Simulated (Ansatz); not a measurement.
**Field gradients at the nuclei of ZnF$_{2}$**

```
Zn F
1.0
     4.70380    0.00000    0.00000
     0.00000    4.70380    0.00000
     0.00000    0.00000    3.13360
Zn F
2 4
Direct
  0.00000 0.00000 0.00000
  0.50000 0.50000 0.50000
  0.30350 0.30350 0.00000
  0.19650 0.80350 0.50000
  0.69650 0.69650 0.00000
  0.80350 0.19650 0.50000
```

Atom numbers follow the list: Zn1, Zn2, F3, F4, F5, F6.

Conventional cell: a = 4.704 Å, b = 4.704 Å, c = 3.134 Å, α = 90.00°, β = 90.00°, γ = 90.00°. Around Zn (atom 1) lie 6 F at 2.02 to 2.04 Å. F (atom 3) is surrounded by 3 Zn at 2.02 to 2.04 Å.

The cell comes from COD entry 2103615, which wasn't checked; take it as a given geometry.

Levels of theory: DFT, PBE, all-electron PAW with datasets made for the crystal, scalar-relativistic (Ansatz 0.2.0); DFT, PBE, PAW with Ansatz's default frozen-core files, scalar-relativistic (Ansatz 0.2.0).

For the crystal-made all-electron datasets (AE datasets): a Γ-centred 4×4×6 k mesh, Fermi–Dirac smearing of 0.01 eV, cutoff 440 eV (chosen by the program for this cell), no spin polarisation. PAW takes a cutoff of 420 eV at this cell. The Ansatz runs share mesh, smearing and spin set-up.

Vzz is the principal value of largest size of the traceless field-gradient tensor, in 10²¹ V/m², and η = (Vxx − Vyy)/Vzz with |Vzz| ≥ |Vyy| ≥ |Vxx|.

Q: Give the field gradient at each independent site.

A: 
```tsv
site	site symmetry	Vzz (η), AE datasets	Vzz (η), PAW
Zn1	m.mm	2.13 (η = 0.13)	2.08 (η = 0.13)
F3	m.2m	-8.87 (η = 0.40)	-8.96 (η = 0.40)
```

Q: Taking Q(Zn-67) = 0.15 b, what quadrupole coupling constant follows at Zn1 from AE datasets?

A: Cq = eQVzz/h = 24.180 MHz × 0.15 × (2.13) = 7.73 MHz.
